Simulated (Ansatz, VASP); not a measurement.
**WC in VASP and in Ansatz**

```xyz
2
Lattice="2.3501 0.0000 0.0000 0.0000 2.3501 0.0000 0.0000 0.0000 2.3501" Properties=species:S:1:pos:R:3 pbc="T T T"
W     0.0000    0.0000    0.0000
C     1.1751    1.1751    1.1751
```

Change from the starting cell: volume scaled by 0.64, LAPW.

Alike in both runs: task single point; functional PBE; k mesh 15 × 15 × 15; occupations fermi-dirac, width 0.08 eV; no spin polarisation.

|  | VASP | Ansatz |
| --- | --- | --- |
| version | VASP 6.6.1 | Ansatz 0.2.0 |
| potentials or method | VASP PAW PBE potentials, release 64 (W_sv, C), cutoff 520 eV | all-electron LAPW, scalar-relativistic |

|  | VASP | Ansatz | Ansatz less VASP |
| --- | --- | --- | --- |
| pressure (GPa) | 421.8 | 408.0 | -13.75 |

Ansatz ran all-electron here, so the differences hold the error of VASP's frozen core and of both bases.

Caveats: the cell as given lies far from equilibrium; so large a pressure means that the cell lies far from this level's equilibrium, or that cutoff or potentials fall short (VASP). Spin-orbit coupling is left out, which matters for the levels of W.
